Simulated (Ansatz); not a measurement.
# GaSb (I-4m2) in Ansatz: notebook

The runs below take GaSb through single point, equation of state, with PBE0.

Program: Ansatz 0.2.0. These are calculated values, not measurements. Logs are shortened: lines on timing, memory, paths and dates and some standing lists are left out, and cuts for length are marked.

## 1. Starting point

The structure is tetragonal, space group I-4m2 (No. 119). Conventional cell: a = 5.507 Å, b = 5.507 Å, c = 3.181 Å, α = 90.00°, β = 90.00°, γ = 90.00°. Sb (site symmetry -4m2) is surrounded by 4 Ga at 2.87 Å and 2 Sb at 3.18 Å. Ga (site symmetry -4m2) is surrounded by 4 Sb at 2.87 Å and 2 Ga at 3.18 Å.

Measurements of this composition are mostly on another form, of space group No. 216.

## 2. Single point, PBE0, 22.67 Å³/atom (volume scaled by 0.94)

input.yaml reads:

```yaml
crystal:
  lattice:
    - [-2.6972256977, 2.6972256977, 1.5582344802]
    - [2.6972256977, -2.6972256977, 1.5582344802]
    - [2.6972256977, 2.6972256977, -1.5582344802]
  atoms:
    - { symbol: Sb, position: [0.0, 0.0, 0.0] }
    - { symbol: Ga, position: [0.75, 0.25, 0.5] }
hamiltonian:
  xc: pbe0
  pseudopotentials: { kind: paw }
kpoints:
  mp_grid: { grid: [6, 6, 6] }
scf:
  occupations: { method: fermi_dirac, width: 0.05 }
output:
  forces: true
  stress: true
  eigenvalues: true
  write_density: true
  write_potential: true
  elf: true
  volumetric_format: npy
```

Potentials or basis: Ansatz PAW.

The run is started by

```
$ ansatz run input.yaml --threads 2 --pin off --max-ram 5632MiB --backend cpu --events-out ev --progress --plain --runs-dir out
```

Log:

```text
[... 2 lines left out ...]
Warning: RAYON_NUM_THREADS=2 ignored (pool sized by the plan → 2); use --threads N
Engine: ansatz 0.2.0, x86_64-unknown-linux-gnu
Pseudopotentials: kind: paw
Pseudopotential: Sb, paw, valence charge 15, recommended cutoff 420 eV (normal), Sb.paw.azcp
Pseudopotential: Ga, paw, valence charge 13, recommended cutoff 420 eV (normal), Ga.paw.azcp
Functional definition: PBE0
  parameter a = 0.25
  parameter kappa = 0.804
  parameter beta = 0.06672455060314922
  exchange = (1 - a)*pbe_x(kappa = kappa, mu = beta*pi^2/3) + a*exact_x
  correlation = pbe_c(beta = beta)
Crystal: 2 atoms, lattice volume = 45.345 Å³
Basis set: ecut = 420 eV, 885 PW (Γ), exchange–correlation on 60×60×60 points (8 copies of the dense FFT grid, shifted against one another)
Bands: 18, of which v1, the nominal top of the filled ones, is band 14 counted from 1 (13 counted from 0)
Symmetry: 8 space group operations
Space group: I-4m2 (ITA 119), of the structure as read, at distance tolerance 3.6e-5 Å
k-points: 30 of 216 (time reversal used)
Non-local potential: Sb, projectors of the file, l = 0: 2, l = 1: 2, l = 2: 2, l = 3: 2
Non-local potential: Ga, projectors of the file, l = 0: 2, l = 1: 2, l = 2: 3, l = 3: 1
PAW form: soft (Blöchl's): semilocal exchange-correlation on the pseudo side does not see the compensation charge
PAW frozen core: Sb, regenerated for the run's functional, and the local potential with it (the file was generated under x = pbe(κ = 0.804, μ = 0.2195149727645171), c = pbe(β = 0.06672455060314922))
PAW frozen core: Ga, regenerated for the run's functional, and the local potential with it (the file was generated under x = pbe(κ = 0.804, μ = 0.2195149727645171), c = pbe(β = 0.06672455060314922))
PAW one-centre angular grid: Sb, 590 points (default); XC on 64 Gauss nodes
PAW one-centre angular grid: Ga, 590 points (default); XC on 64 Gauss nodes
Initial density: superposition of atomic densities (neutral atoms: chi_scale 0, normalization atom), corrected by the library's trained network
Initial wavefunctions: pseudopotential atomic-orbital guess
Functional: x = pbe(κ = 0.804, μ = 0.2195149727645171), c = pbe(β = 0.06672455060314922), warm-up for x = 0.75 pbe(κ = 0.804, μ = 0.2195149727645171) + 0.25 exact, c = pbe(β = 0.06672455060314922)
SCF iter   1: F=—  HF=-10267.387811 eV  |F-HF|=—  |Δ(HF+E_count)|=         —  Δρ=1.28e-3  dr2=9.15e-4  ethr=1.77e-3  ⟨swp⟩=6.6  Hψ=2106  notcnv=0
preconditioner: auto → none  [insulator: Δε(μ)=0.368 eV  Ē_g=14.628 eV  σ=0.050 eV  W_gap=0.75  n_scr=16 (ndim 8)  ℏωp=23.4 eV  f_vac=0.000  D(μ)=0.86/eV (n_scr^D=4)]
SCF iter   2: F=—  HF=-10267.388248 eV  |F-HF|=—  |Δ(HF+E_count)|=   4.38e-4  Δρ=6.35e-4  dr2=9.99e-5  ethr=3.27e-6  ⟨swp⟩=4.0  Hψ=1622  notcnv=0
SCF iter   3: F=—  HF=-10267.388299 eV  |F-HF|=—  |Δ(HF+E_count)|=   5.07e-5  Δρ=3.27e-4  dr2=2.04e-5  ethr=3.57e-7  ⟨swp⟩=3.1  Hψ=1219  notcnv=0
SCF iter   4: F=—  HF=-10267.388331 eV  |F-HF|=—  |Δ(HF+E_count)|=   3.16e-5  Δρ=1.62e-4  dr2=5.84e-6  ethr=7.29e-8  ⟨swp⟩=3.0  Hψ=1241  notcnv=0
iter 5 solved again at ethr=8.90e-10 eV; its pass at ethr=2.09e-8 eV (dr2=2.49e-7 eV) is discarded
SCF iter   5: F=—  HF=-10267.388335 eV  |F-HF|=—  |Δ(HF+E_count)|=   4.02e-6  Δρ=3.40e-5  dr2=2.44e-7  ethr=8.90e-10  ⟨swp⟩=2.9  Hψ=2259  notcnv=0
SCF iter   6: F=—  HF=-10267.388335 eV  |F-HF|=—  |Δ(HF+E_count)|=   2.19e-7  Δρ=3.82e-6  dr2=2.56e-9  ethr=8.73e-10  ⟨swp⟩=3.0  Hψ=1244  notcnv=0
SCF iter   7: F=-10267.388335 eV  HF=-10267.388335 eV  |F-HF|=1.82e-12  |Δ(HF+E_count)|=   2.68e-9  Δρ=3.08e-7  dr2=1.40e-11  ethr=9.16e-12  ⟨swp⟩=3.8  Hψ=1417  notcnv=0
SCF 1 converged in 7 iterations: F = -10267.388335 eV  dr2 = 1.40e-11
[... 2 lines left out ...]
Functional: x = 0.75 pbe(κ = 0.804, μ = 0.2195149727645171) + 0.25 exact, c = pbe(β = 0.06672455060314922)
Frozen-core exchange: fock
[... 2 lines left out ...]
eigensolver tolerance schedule calibrated: the retry pair's looser diagonalisation under-reported the residual by θ = 0.40 (0.12/decade); ethr = c·dr2/N_el runs at the constant in force after the calibration composes with the one it found (an armed cap, an earlier calibration), c = 7.0e-2
[... 6 lines left out ...]
SCF 2 converged in 6 iterations: F = -10271.233513 eV  dr2 = 5.00e-8
hybrid outer 1: dexx = +8.011e-3 eV, tail = 5.73e-3 eV
Frozen-core exchange: fock
[... 5 lines left out ...]
SCF 3 stopped early in 4 iterations: F = -10271.243078 eV  dr2 = 7.78e-5
hybrid outer 2: dexx = +5.361e-4 eV, tail = 1.62e-4 eV, Δε = 4.66e-2 eV (about 1.24e-2 eV left of the loop's levels)
Frozen-core exchange: fock
[... 10 lines left out ...]
SCF 4 converged in 8 iterations: F = -10271.243291 eV  dr2 = 1.32e-8
  Residual-converged pass: ⟨swp⟩=2.9  Hψ=1050  notcnv=0  max |occ|·‖R‖ = 2.4e-6 eV (tolerance 2.4e-6 eV)  dr2=1.32e-8  dr2_onsite=4.68e-11  max |Δocc| = 1.2e-13
hybrid outer 3: dexx = +1.200e-4 eV, tail = 1.70e-7 eV, Δε = 4.91e-2 eV (about 1.80e-3 eV left of the loop's levels)
Frozen-core exchange: fock
[... 3 lines left out ...]
SCF 5 converged in 2 iterations: F = -10271.243295 eV  dr2 = 1.70e-9
  Residual-converged pass: ⟨swp⟩=2.6  Hψ=999  notcnv=0  max |occ|·‖R‖ = 2.4e-6 eV (tolerance 2.4e-6 eV)  dr2=1.70e-9  dr2_onsite=4.02e-11  max |Δocc| = 9.0e-14
hybrid outer 4: dexx = +5.825e-8 eV, tail = 3.58e-9 eV, Δε = 1.97e-3 eV (about 3.59e-4 eV left of the loop's levels), ΔF = 2.78e-17 eV/Å (tail 6.01e-18)
hybrid SCF converged: 4 outer / 20 inner (+7 warm-up), last move |dexx| = 5.83e-8 eV, tail = 3.58e-9 eV
Stability not checked: this state was not tested for a lower state beside it, because the functional holds exact exchange (a hybrid, or Hartree-Fock), whose exchange loop this test does not read (fock_operator; see scf.lower_state_search)
Free energy (F): -10271.243295 eV
Frozen-core exchange: fock
Harris-Foulkes:  -10271.243295 eV  (|F-HF|=3.26e-10)
Internal energy: -10271.237977 eV  (E = F + TS)
E sigma→0 (E₀):  -10271.240636 eV
Entropy (-TS):   -0.005317 eV (-2.659 meV/atom)
Fermi energy:    10.998663 eV
--- Per-component energies (eV) ---
  E_band       = -248.450737
  E_kinetic    = 321.685385
  E_local      = -3274.643177  (includes V_loc(G=0)·N_el)
  E_nonlocal   = 786.751673
  E_hartree    = 1527.876260
  E_xc         = -160.207944
  E_vxc        = -119.717580  (∫ρ·V_xc dr)
  E_exx        = -99.879321  (= α·E_x^exact, valence–valence)
  E_paw        = -6516.503470  (= ΣΔE_a)
  E_vpaw       = -818.520593  (= ΣTr[D̂ρ^β])
  E_aug_tail   = -0.000119  (compensation charges beyond the density's cutoff)
  E_ewald      = -2856.418146
  E_core_change = 0.100882  (= ΣΔE_core)
  E_smearing   = -0.005317  (= −TS)
  E_closure    = 0.000000  (closes the sum)
  Σ components = -10271.243295   (vs F -10271.243295, Δ=1.82e-12)
--- Forces (eV/Å), atoms counted from 1 ---
  atom   1  Sb     0.00000000     0.00000000     0.00000000
  atom   2  Ga    -0.00000000    -0.00000000     0.00000000
  max |Σ_I F_I| component: 5.20e-17 eV/Å
--- Stress (GPa, compression-positive) ---
        3.612550       0.000000       0.000000
        0.000000       3.612550       0.000000
        0.000000       0.000000      -0.779578
  P = ⅓ Tr σ = 2.1485 GPa (21.485 kbar)
--- Band table (eV; the first three rows and the last of 30) ---
  k-point 0: bands = ["-21.2894", "-21.1496", "-21.1496", "-21.1279", "-21.1170", "-7.5868", "-7.4918", "-7.4761", "-7.4613", "-7.4613", "-3.5560", "7.5830", "8.0297", "8.0297", "14.7278", "17.2951", "19.5048", "19.5048"]
  k-point 1: bands = ["-21.2893", "-21.1499", "-21.1485", "-21.1287", "-21.1147", "-7.5844", "-7.4985", "-7.4732", "-7.4615", "-7.4583", "-3.2649", "4.8287", "8.4086", "10.2847", "16.2127", "16.6010", "17.8941", "18.2281"]
  k-point 2: bands = ["-21.2893", "-21.1504", "-21.1463", "-21.1303", "-21.1103", "-7.5801", "-7.5111", "-7.4676", "-7.4620", "-7.4532", "-2.4526", "2.2090", "9.4199", "12.2436", "14.5641", "15.9246", "16.9063", "18.9919"]
  k-point 29: bands = ["-21.2894", "-21.1457", "-21.1457", "-21.1370", "-21.0998", "-7.5803", "-7.5771", "-7.4544", "-7.4544", "-7.4441", "-0.2351", "3.5928", "4.2750", "4.2750", "15.1616", "16.7346", "23.4025", "23.4025"]
```

Wall time 78 s (2 threads of Intel Xeon Platinum 8259CL at 2.50GHz (Skylake/Cascade Lake), shared host); peak memory 1.8 GiB.

Results:

```
Free energy            : -10271.2433 eV
Pressure               : 2.1 GPa
Band gap on the k mesh : none (metal or under the smearing width)
```

Caveat: the k mesh is coarse (spacing up to 0.39 Å⁻¹), so the values aren't converged, least of all with exact exchange; the PAW data sets come from PBE, with cores solved anew for the run's functional, which leaves a small shift of forces and pressure; the thresholds are loose for stress.

## 3. Single point, PBE0, 23.15 Å³/atom (volume scaled by 0.96)

input.yaml reads:

```yaml
crystal:
  lattice:
    - [-2.7162208707, 2.7162208707, 1.569208324]
    - [2.7162208707, -2.7162208707, 1.569208324]
    - [2.7162208707, 2.7162208707, -1.569208324]
  atoms:
    - { symbol: Sb, position: [0.0, 0.0, 0.0] }
    - { symbol: Ga, position: [0.75, 0.25, 0.5] }
hamiltonian:
  xc: pbe0
  pseudopotentials: { kind: paw }
kpoints:
  mp_grid: { grid: [6, 6, 6] }
scf:
  occupations: { method: fermi_dirac, width: 0.05 }
output:
  forces: true
  stress: true
  eigenvalues: true
```

Potentials or basis: Ansatz PAW.

The run is started by

```
$ ansatz run input.yaml --threads 2 --pin off --max-ram 5632MiB --backend cpu --events-out ev --progress --plain --runs-dir out
```

Run time: 66 s. Hardware: 2 threads of Intel Xeon Platinum 8259CL at 2.50GHz (Skylake/Cascade Lake), shared host; peak memory 1.8 GiB.

The run converged. Its results:

| Property | Result |
| --- | --- |
| Free energy | -10271.2518 eV |
| Pressure | 0.7 GPa |
| Band gap on the k mesh | none (metal or under the smearing width) |

Caveat: the k mesh is coarse (spacing up to 0.39 Å⁻¹), so the values aren't converged, least of all with exact exchange; the PAW data sets come from PBE, with cores solved anew for the run's functional, which leaves a small shift of forces and pressure; the thresholds are loose for stress.

## 4. Single point, PBE0, 23.64 Å³/atom (volume scaled by 0.98)

Changes to input.yaml since step 3:

```diff
@@ -2,5 +2,5 @@
   lattice:
-    - [-2.7162208707, 2.7162208707, 1.569208324]
-    - [2.7162208707, -2.7162208707, 1.569208324]
-    - [2.7162208707, 2.7162208707, -1.569208324]
+    - [-2.7349540204, 2.7349540204, 1.5800307924]
+    - [2.7349540204, -2.7349540204, 1.5800307924]
+    - [2.7349540204, 2.7349540204, -1.5800307924]
   atoms:
```

The run is started by

```
$ ansatz run input.yaml --threads 2 --pin off --max-ram 5632MiB --backend cpu --events-out ev --progress --plain --runs-dir out
```

Wall time 77 s (2 threads of Intel Xeon Platinum 8259CL at 2.50GHz (Skylake/Cascade Lake), shared host); peak memory 1.8 GiB.

Results (log left out):

| Property | Result |
| --- | --- |
| Free energy | -10271.2521 eV |
| Pressure | -0.6 GPa |
| Band gap on the k mesh | none (metal or under the smearing width) |

Caveat: the k mesh is coarse (spacing up to 0.38 Å⁻¹), so the values aren't converged, least of all with exact exchange; the PAW data sets come from PBE, with cores solved anew for the run's functional, which leaves a small shift of forces and pressure; the thresholds are loose for stress.

## 5. Single point, PBE0, 24.12 Å³/atom

input.yaml reads:

```yaml
crystal:
  lattice:
    - [-2.753434, 2.753434, 1.590707]
    - [2.753434, -2.753434, 1.590707]
    - [2.753434, 2.753434, -1.590707]
  atoms:
    - { symbol: Sb, position: [0.0, 0.0, 0.0] }
    - { symbol: Ga, position: [0.75, 0.25, 0.5] }
hamiltonian:
  xc: pbe0
  pseudopotentials: { kind: paw }
kpoints:
  mp_grid: { grid: [6, 6, 6] }
scf:
  occupations: { method: fermi_dirac, width: 0.05 }
output:
  forces: true
  stress: true
  eigenvalues: true
  write_density: true
  write_potential: true
  elf: true
  volumetric_format: npy
```

The run is started by

```
$ ansatz run input.yaml --threads 2 --pin off --max-ram 5632MiB --backend cpu --events-out ev --progress --plain --runs-dir out
```

It took 67 s on 2 threads of Intel Xeon Platinum 8259CL at 2.50GHz (Skylake/Cascade Lake), shared host; peak memory 1.8 GiB.

Results (log left out):

```yaml
Free_energy: -10271.2451 eV
Pressure: -1.7 GPa
Band_gap_on_the_k_mesh: none (metal or under the smearing width)
```

Caveat: the k mesh is coarse (spacing up to 0.38 Å⁻¹), so the values aren't converged, least of all with exact exchange; the PAW data sets come from PBE, with cores solved anew for the run's functional, which leaves a small shift of forces and pressure; the thresholds are loose for stress.

## 6. Single point, PBE0, 24.60 Å³/atom (volume scaled by 1.02)

input.yaml reads:

```yaml
crystal:
  lattice:
    - [-2.7716691937, 2.7716691937, 1.6012417905]
    - [2.7716691937, -2.7716691937, 1.6012417905]
    - [2.7716691937, 2.7716691937, -1.6012417905]
  atoms:
    - { symbol: Sb, position: [0.0, 0.0, 0.0] }
    - { symbol: Ga, position: [0.75, 0.25, 0.5] }
hamiltonian:
  xc: pbe0
  pseudopotentials: { kind: paw }
kpoints:
  mp_grid: { grid: [6, 6, 6] }
scf:
  occupations: { method: fermi_dirac, width: 0.05 }
output:
  forces: true
  stress: true
  eigenvalues: true
```

Potentials or basis: Ansatz PAW.

The run is started by

```
$ ansatz run input.yaml --threads 2 --pin off --max-ram 5632MiB --backend cpu --events-out ev --progress --plain --runs-dir out
```

Wall time 74 s (2 threads of Intel Xeon Platinum 8259CL at 2.50GHz (Skylake/Cascade Lake), shared host); peak memory 1.8 GiB.

Results (log left out):

| Property | Result |
| --- | --- |
| Free energy | -10271.2318 eV |
| Pressure | -2.7 GPa |
| Band gap on the k mesh | none (metal or under the smearing width) |

Caveat: the k mesh is coarse (spacing up to 0.38 Å⁻¹), so the values aren't converged, least of all with exact exchange; the PAW data sets come from PBE, with cores solved anew for the run's functional, which leaves a small shift of forces and pressure; the thresholds are loose for stress.

## 7. Single point, PBE0, 25.08 Å³/atom (volume scaled by 1.04)

Changes to input.yaml since step 6:

```diff
@@ -2,5 +2,5 @@
   lattice:
-    - [-2.7716691937, 2.7716691937, 1.6012417905]
-    - [2.7716691937, -2.7716691937, 1.6012417905]
-    - [2.7716691937, 2.7716691937, -1.6012417905]
+    - [-2.7896675499, 2.7896675499, 1.6116397558]
+    - [2.7896675499, -2.7896675499, 1.6116397558]
+    - [2.7896675499, 2.7896675499, -1.6116397558]
   atoms:
```

The run is started by

```
$ ansatz run input.yaml --threads 2 --pin off --max-ram 5632MiB --backend cpu --events-out ev --progress --plain --runs-dir out
```

Run time: 76 s. Hardware: 2 threads of Intel Xeon Platinum 8259CL at 2.50GHz (Skylake/Cascade Lake), shared host; peak memory 2 GiB.

It converged, with:

```
Free energy            : -10271.2127 eV
Pressure               : -3.6 GPa
Band gap on the k mesh : none (metal or under the smearing width)
```

Caveat: the k mesh is coarse (spacing up to 0.38 Å⁻¹), so the values aren't converged, least of all with exact exchange; the PAW data sets come from PBE, with cores solved anew for the run's functional, which leaves a small shift of forces and pressure; the thresholds are loose for stress.

## 8. Single point, PBE0, 25.57 Å³/atom (volume scaled by 1.06)

input.yaml reads:

```yaml
crystal:
  lattice:
    - [-2.8074366121, 2.8074366121, 1.6219052539]
    - [2.8074366121, -2.8074366121, 1.6219052539]
    - [2.8074366121, 2.8074366121, -1.6219052539]
  atoms:
    - { symbol: Sb, position: [0.0, 0.0, 0.0] }
    - { symbol: Ga, position: [0.75, 0.25, 0.5] }
hamiltonian:
  xc: pbe0
  pseudopotentials: { kind: paw }
kpoints:
  mp_grid: { grid: [6, 6, 6] }
scf:
  occupations: { method: fermi_dirac, width: 0.05 }
output:
  forces: true
  stress: true
  eigenvalues: true
  write_density: true
  write_potential: true
  elf: true
  volumetric_format: npy
```

The run is started by

```
$ ansatz run input.yaml --threads 2 --pin off --max-ram 5632MiB --backend cpu --events-out ev --progress --plain --runs-dir out
```

Run time: 90 s. Hardware: 2 threads of Intel Xeon Platinum 8259CL at 2.50GHz (Skylake/Cascade Lake), shared host; peak memory 2 GiB.

It converged, with:

| Property | Result |
| --- | --- |
| Free energy | -10271.1886 eV |
| Pressure | -4.4 GPa |
| Band gap on the k mesh | none (metal or under the smearing width) |

Caveat: the k mesh is coarse (spacing up to 0.37 Å⁻¹), so the values aren't converged, least of all with exact exchange; the PAW data sets come from PBE, with cores solved anew for the run's functional, which leaves a small shift of forces and pressure; the thresholds are loose for stress.

## 9. Equation of state, PBE0

Potentials or basis: Ansatz PAW.

No new run: the results of the series are fitted here.

What came out:

```
Equilibrium volume                        : 23.41 Å³/atom
Bulk modulus at fixed shape and positions : 62 GPa
Pressure derivative of the bulk modulus   : 4.9
```

Energy against volume, from the lowest point:
| volume (Å³/atom) | energy (meV/atom) |
| --- | --- |
| 22.672 | 4.40 |
| 23.155 | 0.16 |
| 23.637 | 0.00 |
| 24.120 | 3.49 |
| 24.602 | 10.16 |
| 25.084 | 19.70 |
| 25.567 | 31.75 |

Caveat: the k mesh is coarse (spacing up to 0.38 Å⁻¹), so the values aren't converged, least of all with exact exchange; the cell was scaled at fixed shape and fractional positions, which overstates the stiffness of a crystal with free parameters, most of all of layers and chains; the PAW data sets were made with another functional, which shifts forces and pressure a little. Spin-orbit coupling is left out, which matters for the levels of Sb.
